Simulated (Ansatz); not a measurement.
# Ge: the cost of one run

Program: Ansatz 0.2.0. Level of theory: DFT PBE, scalar-relativistic, plane waves, PAW. These are calculated values, not measurements.

### 1 The starting structure

It takes space group Cmmm (No. 65, orthorhombic). The conventional cell has a = 3.979 Å, b = 9.193 Å, c = 3.525 Å, α = 90.00°, β = 90.00°, γ = 90.00°. Ge (site symmetry m2m) has 4 Ge at 2.39 to 2.41 Å as nearest neighbours. Ge (site symmetry mmm) is surrounded by 4 Ge at 2.41 Å.

As a file:

```
Ge
1.0
     1.98949   -4.59675    0.00000
     1.98949    4.59675    0.00000
     0.00000    0.00000    3.52506
Ge
3
Cartesian
  1.9895 -1.6369 1.7625
  1.9895 1.6369 1.7625
  1.9895 0.0000 0.0000
```

Recipe of the guess: 4-connected net of one element (Cmmm, No. 65). Its size is a rough estimate.

### 2 A first look at the guess

Contents of input.yaml:

```yaml
crystal:
  lattice:
    - [1.98949101, -4.59674862, 0.0]
    - [1.98949101, 4.59674862, 0.0]
    - [0.0, 0.0, 3.52506422]
  atoms:
    - { symbol: Ge, position: [0.67804846, 0.32195154, 0.5] }
    - { symbol: Ge, position: [0.32195154, 0.67804846, 0.5] }
    - { symbol: Ge, position: [0.5, 0.5, 0.0] }
basis:
  ecutwfc: 420
kpoints:
  mp_grid: { grid: [6, 6, 6] }
hamiltonian:
  xc: pbe
scf:
  occupations: { method: gaussian, width: 0.1 }
  lower_state_search: "off"
output:
  forces: true
  stress: true
  eigenvalues: true
```

On the command line:

```console
> ansatz run input.yaml --threads 1 --pin off --max-ram 2560MiB --backend cpu --events-out ev --progress --plain --runs-dir out
```

What time and memory should one allow on 1 thread of Intel Xeon Platinum 8488C (Sapphire Rapids), shared host?

About 3.8 s, with a peak of 0.41 GiB.
